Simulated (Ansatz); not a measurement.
Wires are cut from relaxed bulk Si2Ni (Fm-3m, 13.47 Å³/atom, gap on the mesh 0.00 eV); atoms and period are relaxed, and energies count from that bulk.

Level of theory: DFT PBE, scalar-relativistic, plane waves, PAW in Ansatz.

Cutoff 420 eV, Gaussian smearing of 0.05 eV, energies at zero smearing, symmetry of each start kept, no spin polarisation.

```
                             start atoms k mesh excess energy (eV per host atom) line energy (eV/Å) period (Å) gap on the mesh (eV) highest filled level or Fermi level under vacuum (eV)
 [111] wire, 9 host atoms a period      9   1×1×4                             1.205               1.207       8.988                  0.35                                                      -
[111] wire, 18 host atoms a period     18   1×1×4                             0.848               1.706       8.952                     0                                                   4.70
```

Spin polarisation was left out, and a magnetic state may lie lower.

Each run keeps its start's symmetry and one magnetic start, so lower states can exist.

Cost: 2 runs of about 7.9 core-minutes in all, on Intel Xeon Platinum 8488C (Sapphire Rapids) (shared hosts).